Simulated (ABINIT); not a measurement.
# A GW chain in ABINIT: KF (Carobbiite), part 2 of 3

Wanted: ground state, empty states, screening and self-energy for KF (Carobbiite).

ABINIT 10.8.3; LDA and many-body steps on it, plane waves. Known limits of the many-body steps: not at the basis limit; coarse k mesh.

So far. Step 2 (Ground state): The gap is direct, at Γ.

### 3. Bands along the symmetry lines

Level of this step: DFT, LDA, plane waves, norm-conserving pseudopotentials (ABINIT).

The cheap functional maps the bands first; the places of the edges decide which points the dearer methods must see.

Contents of run.abi:

```
acell 3*1.0 Angstrom
rprim 
  -0.000000000000 2.671850000000 2.671850000000
  2.671850000000 -0.000000000000 2.671850000000
  2.671850000000 2.671850000000 0.000000000000
ntypat 2
znucl 19 9
natom 2
typat 1 2
xred 
  0.000000000000 0.000000000000 0.000000000000
  0.500000000000 0.500000000000 0.500000000000
pp_dirpath "pseudos"
pseudos "K.upf, F.upf"
ecut 36
iscf -2
irdden 1
kptopt 0
nkpt 50
kpt 
  0.00000000 0.00000000 0.00000000
  0.06250000 0.00000000 0.06250000
  0.12500000 0.00000000 0.12500000
  0.18750000 0.00000000 0.18750000
  0.25000000 0.00000000 0.25000000
  0.31250000 0.00000000 0.31250000
  0.37500000 0.00000000 0.37500000
  0.43750000 0.00000000 0.43750000
  0.50000000 0.00000000 0.50000000
  0.51562500 0.03125000 0.51562500
  0.53125000 0.06250000 0.53125000
  0.54687500 0.09375000 0.54687500
  0.56250000 0.12500000 0.56250000
  0.57812500 0.15625000 0.57812500
  0.59375000 0.18750000 0.59375000
  0.60937500 0.21875000 0.60937500
  0.62500000 0.25000000 0.62500000
  0.37500000 0.37500000 0.75000000
  0.32812500 0.32812500 0.65625000
  0.28125000 0.28125000 0.56250000
  0.23437500 0.23437500 0.46875000
  0.18750000 0.18750000 0.37500000
  0.14062500 0.14062500 0.28125000
  0.09375000 0.09375000 0.18750000
  0.04687500 0.04687500 0.09375000
  0.00000000 0.00000000 0.00000000
  0.06250000 0.06250000 0.06250000
  0.12500000 0.12500000 0.12500000
  0.18750000 0.18750000 0.18750000
  0.25000000 0.25000000 0.25000000
  0.31250000 0.31250000 0.31250000
  0.37500000 0.37500000 0.37500000
  0.43750000 0.43750000 0.43750000
  0.50000000 0.50000000 0.50000000
  0.50000000 0.46875000 0.53125000
  0.50000000 0.43750000 0.56250000
  0.50000000 0.40625000 0.59375000
  0.50000000 0.37500000 0.62500000
  0.50000000 0.34375000 0.65625000
  0.50000000 0.31250000 0.68750000
  0.50000000 0.28125000 0.71875000
  0.50000000 0.25000000 0.75000000
  0.50000000 0.21875000 0.71875000
  0.50000000 0.18750000 0.68750000
  0.50000000 0.15625000 0.65625000
  0.50000000 0.12500000 0.62500000
  0.50000000 0.09375000 0.59375000
  0.50000000 0.06250000 0.56250000
  0.50000000 0.03125000 0.53125000
  0.50000000 0.00000000 0.50000000
istwfk *1
nband 15
nbdbuf 2
tolwfr 1e-08
nstep 40
prtwf 0
prtvol 0
indata_prefix "in"
outdata_prefix "out"
tmpdata_prefix "tmp"
```

Launch:

```
$ OMP_NUM_THREADS=1 mpirun -n 4 abinit run.abi > log
```

Numbers of over 12 decimals in the logs are rounded to 6 here.

What it wrote:

```text
.Version 10.8.3 of ABINIT. v10.8.2 released Aug 2026.

 Symmetries : space group Fm -3 m (#225); Bravais cF (face-center cubic)
[... echo of the input left out ...]
== DATASET  1 ==================================================================
-   mpi_nproc: 4, omp_nthreads: 1 (-1 if OMP is not activated)

--- !DatasetInfo
iteration_state: {dtset: 1, }
dimensions: {natom: 2, nkpt: 50, mband: 15, nsppol: 1, nspinor: 1, nspden: 1, mpw: 2693, }
cutoff_energies: {ecut:  36.0, pawecutdg:  -1.0, }
electrons: {nelect:   1.60000000E+01, charge:   0.00000000E+00, occopt:   1.00000000E+00, tsmear:   1.00000000E-02, }

 Real(R)+Recip(G) space primitive vectors, cartesian coordinates (Bohr,Bohr^-1):
 R(1)=  0.0000000  5.0490647  5.0490647  G(1)= -0.0990282  0.0990282  0.0990282
 R(2)=  5.0490647  0.0000000  5.0490647  G(2)=  0.0990282 -0.0990282  0.0990282
 R(3)=  5.0490647  5.0490647  0.0000000  G(3)=  0.0990282  0.0990282 -0.0990282
 Unit cell volume ucvol=  2.5743217E+02 bohr^3
 Angles (23,13,12)=  6.00000000E+01  6.00000000E+01  6.00000000E+01 degrees

 getcut: wavevector=  0.0000  0.0000  0.0000  ngfft=  40  40  40
         ecut(hartree)=     36.000   => boxcut(ratio)=   2.07404

--- Pseudopotential description ------------------------------------------------
- K Generated using ONCVPSP code by D. R. Hamann
- 19.00000   9.00000  180309                  znucl, zion, pspdat
12 -1012 2 -1 2170                            pspcod,pspxc,lmax,lloc,mmax
     nproj     2     2     2
  pspatm : epsatm=    8.21740868
         --- l  ekb(1:nproj) -->
             0   10.940065    0.829722
             1    4.437415    0.568178
             2   -3.386874   -1.066382
 pspatm: atomic psp has been read  and splines computed

- F Generated using ONCVPSP code by D. R. Hamann
-  9.00000   7.00000  201202                  znucl, zion, pspdat
12 -1012 2 -1 824                             pspcod,pspxc,lmax,lloc,mmax
     nproj     2     2     1
  pspatm : epsatm=    4.94580260
         --- l  ekb(1:nproj) -->
[...]
2   -2.364936
 pspatm: atomic psp has been read  and splines computed

--------------------------------------------------------------------------------

================================================================================
 prteigrs : about to open file out_EIG
 Non-SCF case, kpt    1 (  0.00000  0.00000  0.00000), residuals and eigenvalues=
  3.13E-09  1.22E-09  4.87E-09  5.10E-09  9.98E-09  5.20E-09  7.49E-09  3.12E-09
  2.75E-09  5.02E-09  9.36E-09  3.32E-09  6.39E-09  8.62E-09  5.42E-09
 -9.5408E-01 -6.7957E-01 -3.4519E-01 -3.4519E-01 -3.4519E-01 -1.1226E-02
 -1.1226E-02 -1.1226E-02  2.0271E-01  3.7626E-01  3.7626E-01  3.7626E-01
[...]
Non-SCF case, kpt    2 (  0.06250  0.00000  0.06250), residuals and eigenvalues=
  5.02E-09  2.05E-09  1.45E-09  4.87E-09  9.04E-09  5.76E-09  4.50E-09  7.52E-09
[...]
4.23E-09  2.80E-09  4.28E-09  7.26E-09  7.54E-09  6.79E-09  2.89E-09  5.18E-09
  1.21E-09  7.12E-09  1.96E-09  7.26E-09  8.13E-09  3.33E-09  5.89E-09
[...]
Non-SCF case, kpt   49 (  0.50000  0.03125  0.53125), residuals and eigenvalues=
[...]
Non-SCF case, kpt   50 (  0.50000  0.00000  0.50000), residuals and eigenvalues=
[...]
-9.4945E-01 -6.8026E-01 -3.6746E-01 -3.5357E-01 -3.5357E-01 -1.8911E-02
 -1.3197E-02 -1.3197E-02  2.8062E-01  3.6158E-01  4.0778E-01  4.8537E-01
[...]
--- !ResultsGS
iteration_state: {dtset: 1, }
comment   : Summary of ground state results
lattice_vectors:
- [ -0.0000000,   5.0490647,   5.0490647, ]
- [  5.0490647,  -0.0000000,   5.0490647, ]
- [  5.0490647,   5.0490647,   0.0000000, ]
lattice_lengths: [   7.14046,    7.14046,    7.14046, ]
lattice_angles: [ 60.000,  60.000,  60.000, ] # degrees, (23, 13, 12)
lattice_volume:   2.5743217E+02
convergence: {deltae:  0.000E+00, res2:  0.000E+00, residm:  9.976E-09, diffor:  0.000E+00, }
etotal    :  -5.46143363E+01
entropy   :   0.00000000E+00
fermie    :  -1.12255201E-02
cartesian_stress_tensor: null
pressure_GPa: null
xred      :
- [  0.0000E+00,   0.0000E+00,   0.0000E+00,  K]
- [  5.0000E-01,   5.0000E-01,   5.0000E-01,  F]
cartesian_forces: null
force_length_stats: {min: null, max: null, mean: null, }

 Integrated electronic density in atomic spheres:
 ------------------------------------------------
 Atom  Sphere_radius  Integrated_density
[...]
================================================================================

 ----iterations are completed or convergence reached----

 Mean square residual over all n,k,spin=   53.570E-10; max=  99.758E-10
 reduced coordinates (array xred) for    2 atoms
       0.000000000000      0.000000000000      0.000000000000
       0.500000000000      0.500000000000      0.500000000000

 cartesian coordinates (angstrom) at end:
    1      0.000000     0.000000     0.000000
    2      2.671850     2.671850     2.671850
 length scales=  1.889726125908  1.889726125908  1.889726125908 bohr
              =  1.000000000000  1.000000000000  1.000000000000 angstroms
 prteigrs : about to open file out_EIG
 Eigenvalues (hartree) for nkpt=  50  k points:
 kpt#   1, nband= 15, wtk=  1.00000, kpt=  0.0000  0.0000  0.0000 (reduced coord)
[...]
kpt#   2, nband= 15, wtk=  1.00000, kpt=  0.0625  0.0000  0.0625 (reduced coord)
[...]
kpt#   3, nband= 15, wtk=  1.00000, kpt=  0.1250  0.0000  0.1250 (reduced coord)
[...]
kpt#  49, nband= 15, wtk=  1.00000, kpt=  0.5000  0.0313  0.5313 (reduced coord)
  -0.94945   -0.68030   -0.36733   -0.35370   -0.35338   -0.01889   -0.01373   -0.01331
   0.28166    0.36269    0.40593    0.48537    0.50908    0.51071    0.55910
 kpt#  50, nband= 15, wtk=  1.00000, kpt=  0.5000  0.0000  0.5000 (reduced coord)
  -0.94945   -0.68026   -0.36746   -0.35357   -0.35357   -0.01891   -0.01320   -0.01320
   0.28062    0.36158    0.40778    0.48537    0.50907    0.50907    0.56150

== END DATASET(S) ==============================================================
================================================================================

 -outvars: echo values of variables after computation  --------
            nband          15
             nkpt          50
          spgroup         225
 [... the other variables as echoed above ...]

 Calculation completed.
```

Wall time 11 s (4 MPI ranks of Arm Neoverse V1, shared host); peak memory 0.27 GiB.

Numbers from this step:

```
gap                        : 5.822 eV
k of the valence top       : 0, 0, 0
k of the conduction bottom : 0, 0, 0
least direct gap           : 5.822 eV
```

The gap is 5.822 eV, as in the run before at this level.

Electronic bands along the path, in eV, zero at the top of the highest filled band; v1 is the highest filled band, c1 the lowest empty one:

| point | v4 | v3 | v2 | v1 | c1 | c2 | c3 | c4 |
| --- | --- | --- | --- | --- | --- | --- | --- | --- |
| Γ | -9.09 | 0.00 | 0.00 | 0.00 | 5.82 | 10.54 | 10.54 | 10.54 |
| halfway | -9.20 | -0.51 | -0.05 | -0.05 | 7.65 | 8.94 | 12.02 | 12.02 |
| X | -9.32 | -0.21 | -0.05 | -0.05 | 7.94 | 10.14 | 11.40 | 13.51 |
| halfway | -9.30 | -0.21 | -0.14 | -0.10 | 8.16 | 10.38 | 11.06 | 13.51 |
| U | -9.25 | -0.35 | -0.20 | -0.19 | 8.69 | 10.43 | 10.93 | 13.48 |
| jump to K | -9.25 | -0.35 | -0.20 | -0.19 | 8.69 | 10.43 | 10.93 | 13.48 |
| halfway | -9.09 | -0.57 | -0.29 | -0.09 | 7.89 | 9.60 | 11.53 | 11.61 |
| Γ | -9.09 | 0.00 | 0.00 | 0.00 | 5.82 | 10.54 | 10.54 | 10.54 |
| halfway | -9.11 | -0.46 | -0.18 | -0.18 | 7.35 | 9.87 | 11.29 | 11.29 |
| L | -9.13 | -0.84 | -0.36 | -0.36 | 8.80 | 10.24 | 11.96 | 11.96 |
| halfway | -9.16 | -0.60 | -0.29 | -0.26 | 9.13 | 9.80 | 11.55 | 12.61 |
| W | -9.18 | -0.42 | -0.16 | -0.16 | 9.47 | 9.47 | 11.08 | 13.22 |
| halfway | -9.25 | -0.24 | -0.20 | -0.09 | 8.38 | 10.57 | 10.73 | 13.46 |
| X | -9.32 | -0.21 | -0.05 | -0.05 | 7.94 | 10.14 | 11.40 | 13.51 |

The electronic bands as a text plot (rows in eV, shown from -8.0 to 11.8 only):

```
   11.4 |    +     +++++   ++++++++        +++++     +++++++   ++
   10.6 |++++         +++++        ++++++++      +++        +++++
    9.8 |  +++     +++     ++++++++++      ++++++   +++++++++
    8.9 |     ++  +      +++++++                ++++++++   ++
    8.1 |       +++++++++       +            +++             ++++
    7.3 |    +++                 ++         +
    6.5 |  ++                      ++    +++
    5.6 |++                          ++++
    4.8 |
    4.0 |
    3.1 |
    2.3 |
    1.5 |
    0.7 |
   -0.2 |********************************************************
   -1.0 |                   *****            **********
   -1.8 |
   -2.6 |
   -3.5 |
   -4.3 |
   -5.1 |
   -5.9 |
   -6.8 |
   -7.6 |
         Γ           X  U|K            Γ         L        W     X
```

### 4. Empty states on the mesh, 4×4×4 mesh, 33 bands

The sums over transitions need many empty states on a uniform mesh; this step solves for them.

Contents of run.abi:

```
acell 3*1.0 Angstrom
rprim 
  -0.000000000000 2.671850000000 2.671850000000
  2.671850000000 -0.000000000000 2.671850000000
  2.671850000000 2.671850000000 0.000000000000
ntypat 2
znucl 19 9
natom 2
typat 1 2
xred 
  0.000000000000 0.000000000000 0.000000000000
  0.500000000000 0.500000000000 0.500000000000
pp_dirpath "pseudos"
pseudos "K.upf, F.upf"
ecut 36
ngkpt 4 4 4
nshiftk 1
shiftk 0 0 0
kptopt 1
chksymbreak 0
iscf -2
irdden 1
istwfk *1
nband 33
nbdbuf 4
tolwfr 1e-09
nstep 60
prtvol 0
indata_prefix "in"
outdata_prefix "out"
tmpdata_prefix "tmp"
```

What it wrote:

```text
.Version 10.8.3 of ABINIT. v10.8.2 released Aug 2026.

 Symmetries : space group Fm -3 m (#225); Bravais cF (face-center cubic)
[... echo of the input left out ...]
== DATASET  1 ==================================================================
-   mpi_nproc: 4, omp_nthreads: 1 (-1 if OMP is not activated)

--- !DatasetInfo
iteration_state: {dtset: 1, }
dimensions: {natom: 2, nkpt: 8, mband: 33, nsppol: 1, nspinor: 1, nspden: 1, mpw: 2685, }
cutoff_energies: {ecut:  36.0, pawecutdg:  -1.0, }
electrons: {nelect:   1.60000000E+01, charge:   0.00000000E+00, occopt:   1.00000000E+00, tsmear:   1.00000000E-02, }

 Real(R)+Recip(G) space primitive vectors, cartesian coordinates (Bohr,Bohr^-1):
 R(1)=  0.0000000  5.0490647  5.0490647  G(1)= -0.0990282  0.0990282  0.0990282
 R(2)=  5.0490647  0.0000000  5.0490647  G(2)=  0.0990282 -0.0990282  0.0990282
 R(3)=  5.0490647  5.0490647  0.0000000  G(3)=  0.0990282  0.0990282 -0.0990282
 Unit cell volume ucvol=  2.5743217E+02 bohr^3
 Angles (23,13,12)=  6.00000000E+01  6.00000000E+01  6.00000000E+01 degrees

 getcut: wavevector=  0.0000  0.0000  0.0000  ngfft=  40  40  40
         ecut(hartree)=     36.000   => boxcut(ratio)=   2.07404

--- Pseudopotential description ------------------------------------------------
- K Generated using ONCVPSP code by D. R. Hamann
- 19.00000   9.00000  180309                  znucl, zion, pspdat
12 -1012 2 -1 2170                            pspcod,pspxc,lmax,lloc,mmax
     nproj     2     2     2
  pspatm : epsatm=    8.21740868
         --- l  ekb(1:nproj) -->
             0   10.940065    0.829722
             1    4.437415    0.568178
             2   -3.386874   -1.066382
 pspatm: atomic psp has been read  and splines computed

- F Generated using ONCVPSP code by D. R. Hamann
-  9.00000   7.00000  201202                  znucl, zion, pspdat
12 -1012 2 -1 824                             pspcod,pspxc,lmax,lloc,mmax
     nproj     2     2     1
  pspatm : epsatm=    4.94580260
         --- l  ekb(1:nproj) -->
[...]
2   -2.364936
 pspatm: atomic psp has been read  and splines computed

--------------------------------------------------------------------------------

================================================================================
 prteigrs : about to open file out_EIG
 Non-SCF case, kpt    1 (  0.00000  0.00000  0.00000), residuals and eigenvalues=
  5.74E-10  4.04E-10  1.82E-10  3.08E-10  3.80E-10  1.56E-10  1.97E-10  4.99E-10
  2.49E-10  5.13E-11  1.83E-10  2.60E-10  1.27E-10  2.81E-10  2.19E-10  3.18E-10
  6.62E-10  7.98E-10  1.38E-10  1.16E-10  4.25E-10  1.57E-10  2.18E-10  6.70E-10
[...]
2.84E-07
 -9.5408E-01 -6.7957E-01 -3.4519E-01 -3.4519E-01 -3.4519E-01 -1.1226E-02
 -1.1226E-02 -1.1226E-02  2.0271E-01  3.7626E-01  3.7626E-01  3.7626E-01
  4.3854E-01  4.3854E-01  5.8945E-01  8.6982E-01  8.6982E-01  8.6982E-01
  8.7595E-01  8.7595E-01  8.7595E-01  9.5985E-01  9.5985E-01  9.5985E-01
  1.0327E+00  1.0327E+00  1.1783E+00  1.3809E+00  1.3809E+00  1.3809E+00
[...]
prteigrs : prtvol=0 or 1, do not print more k-points.

--- !ResultsGS
iteration_state: {dtset: 1, }
comment   : Summary of ground state results
lattice_vectors:
- [ -0.0000000,   5.0490647,   5.0490647, ]
- [  5.0490647,  -0.0000000,   5.0490647, ]
- [  5.0490647,   5.0490647,   0.0000000, ]
lattice_lengths: [   7.14046,    7.14046,    7.14046, ]
lattice_angles: [ 60.000,  60.000,  60.000, ] # degrees, (23, 13, 12)
lattice_volume:   2.5743217E+02
convergence: {deltae:  0.000E+00, res2:  0.000E+00, residm:  9.511E-10, diffor:  0.000E+00, }
etotal    :  -5.46143363E+01
entropy   :   0.00000000E+00
fermie    :  -1.12255201E-02
cartesian_stress_tensor: null
pressure_GPa: null
xred      :
- [  0.0000E+00,   0.0000E+00,   0.0000E+00,  K]
- [  5.0000E-01,   5.0000E-01,   5.0000E-01,  F]
cartesian_forces: null
force_length_stats: {min: null, max: null, mean: null, }

 Integrated electronic density in atomic spheres:
 ------------------------------------------------
 Atom  Sphere_radius  Integrated_density
[...]
================================================================================

 ----iterations are completed or convergence reached----

 Mean square residual over all n,k,spin=   42.992E-11; max=  95.110E-11
 reduced coordinates (array xred) for    2 atoms
       0.000000000000      0.000000000000      0.000000000000
       0.500000000000      0.500000000000      0.500000000000

 cartesian coordinates (angstrom) at end:
    1      0.000000     0.000000     0.000000
    2      2.671850     2.671850     2.671850
 length scales=  1.889726125908  1.889726125908  1.889726125908 bohr
              =  1.000000000000  1.000000000000  1.000000000000 angstroms
 prteigrs : about to open file out_EIG
 Eigenvalues (hartree) for nkpt=   8  k points:
 kpt#   1, nband= 33, wtk=  0.01563, kpt=  0.0000  0.0000  0.0000 (reduced coord)
[...]
0.86982    0.86982    0.87595    0.87595    0.87595    0.95985    0.95985    0.95985
   1.03271    1.03271    1.17830    1.38092    1.38092    1.38092    1.45888    1.50464
   1.50464
 prteigrs : prtvol=0 or 1, do not print more k-points.

== END DATASET(S) ==============================================================
================================================================================

 -outvars: echo values of variables after computation  --------
            nband          33
             nkpt           8
          spgroup         225
 [... the other variables as echoed above ...]

 Calculation completed.
```

Elapsed: 5 s, on 4 MPI ranks; peak memory 0.25 GiB; 20 s of CPU time.

This step gave:

| Property | Result |
| --- | --- |
| gap | 5.822 eV |
| k of the valence top | 0, 0, 0 |
| k of the conduction bottom | 0, 0, 0 |
| least direct gap | 5.822 eV |
| k points computed | 8 |
| lowest point of the top converged band, above the valence top | 33.40 eV |

On this mesh the gap is 5.822 eV.

### 5. Screening, 4×4×4 mesh, 29 bands, screening to 87.1 eV

The RPA dielectric matrix is built and inverted for each q.

This step: RPA screening on LDA, plane waves, norm-conserving pseudopotentials.

run.abi, as its differences from that of step 4:

```diff
@@ -20,10 +20,11 @@
 chksymbreak 0
-iscf -2
-irdden 1
 istwfk *1
-nband 33
-nbdbuf 4
-tolwfr 1e-09
-nstep 60
-prtvol 0
+occopt 1
+irdwfk 1
+optdriver 3
+nband 29
+ecuteps 3.2
+inclvkb 2
+awtr 1
+symchi 1
 indata_prefix "in"
```

What it wrote:

```text
.Version 10.8.3 of ABINIT. v10.8.2 released Aug 2026.

 Symmetries : space group Fm -3 m (#225); Bravais cF (face-center cubic)
[... echo of the input left out ...]
== DATASET  1 ==================================================================
-   mpi_nproc: 4, omp_nthreads: 1 (-1 if OMP is not activated)

--- !DatasetInfo
iteration_state: {dtset: 1, }
dimensions: {natom: 2, nkpt: 8, mband: 29, nsppol: 1, nspinor: 1, nspden: 1, mpw: 2685, }
cutoff_energies: {ecut:  36.0, pawecutdg:  -1.0, }
electrons: {nelect:   1.60000000E+01, charge:   0.00000000E+00, occopt:   1.00000000E+00, tsmear:   1.00000000E-02, }

 SCREENING: Calculation of the susceptibility and dielectric matrices

 Based on a program developped by R.W. Godby, V. Olevano, G. Onida, and L. Reining.
 Incorporated in ABINIT by V. Olevano, G.-M. Rignanese, and M. Torrent.
.Using double precision arithmetic ; gwpc =  8

[... cell and pseudopotentials left out ...]
--------------------------------------------------------------------------------

 ==== K-mesh for the wavefunctions ====
 Number of points in the irreducible wedge :     8
[... list of points left out ...]
 Together with 48 symmetry operations and time-reversal symmetry
 yields    64 points in the full Brillouin Zone.

 ==== Q-mesh for the screening function ====
 Number of points in the irreducible wedge :     8
[... list of points left out ...]
 Together with 48 symmetry operations and time-reversal symmetry
 yields    64 points in the full Brillouin Zone.

 setmesh: FFT mesh size selected  =    25x   25x   25
          total number of points  =        15625

 vcoul_init : cutoff-mode = AUXILIARY_FUNCTION
 q-points for optical limit:   1
     1)      0.000010    0.000020    0.000030

- screening: taking advantage of time-reversal symmetry
- Maximum band index for partially occupied states nbvw = 8
- Remaining bands to be divided among processors   nbcw = 21
- Number of bands treated by each node ~5

 Number of electrons calculated from density =   16.0000; Expected =   16.0000
 average of density, n =  0.062152
 r_s =    1.5661
 omega_plasma =   24.0483 [eV]

 calculating chi0 at frequencies [eV] :
  1    0.000000E+00    0.000000E+00
  2    0.000000E+00    2.404829E+01

--------------------------------------------------------------------------------
  q-point number  1        q = ( 0.000000, 0.000000, 0.000000) [r.l.u.]
--------------------------------------------------------------------------------
[... chi0 elements left out ...]
 For q-point:  0.000010 0.000020 0.000030
  dielectric constant =   1.9394
  dielectric constant without local fields =   2.1293

  Average fulfillment of the sum rule on Im[epsilon] for q-point    1 :     32.12  [%]
[... wings left out ...]
  q-point number  2        q = ( 0.250000, 0.000000, 0.000000) [r.l.u.]
--------------------------------------------------------------------------------
[... chi0 elements left out ...]
  Average fulfillment of the sum rule on Im[epsilon] for q-point    2 :     50.69  [%]

 [... 6 further q-points ...]
```

It took 4.4 s on 4 MPI ranks; peak memory 0.42 GiB.

Numbers from this step:

- ε∞ with local fields, on this mesh, along the program's q direction: 1.939
- the same without local fields: 2.129
- plasma frequency: 24.05 eV
- plane waves in the screening matrix: 65

Local fields lower ε∞ by 9 %. On a Γ-centred mesh this coarse the value itself is usually too large, while a short band sum pulls it down.

(Continued in part 3 of 3.)

[Paths, hosts, dates, memory and timing lines, banners, echoed tables and standing remarks are left out of the program output.]

[Logs are printed without paths, hosts, clocks, repeated set-up lines and the standing remarks that a program may print on its own settings, such as how far it seeks lower states.]

[Runs of the session that timed out or met a known fault of the program may be left out.]

[Hosts, paths, dates, database ids (printed as entryN), source tags and the programs' standing remarks are cut or masked in the printed files.]

[G0W0 gaps are taken among the corrected bands and points alone; a level outside them can change the order at an edge.]

[Where Ansatz stands beside ABINIT at settings called matched, ABINIT's density can come from a denser mesh and the files from another edition; pairs whose starting gaps differed by over 0.03 eV were left out, so agreement reads better than it is.]
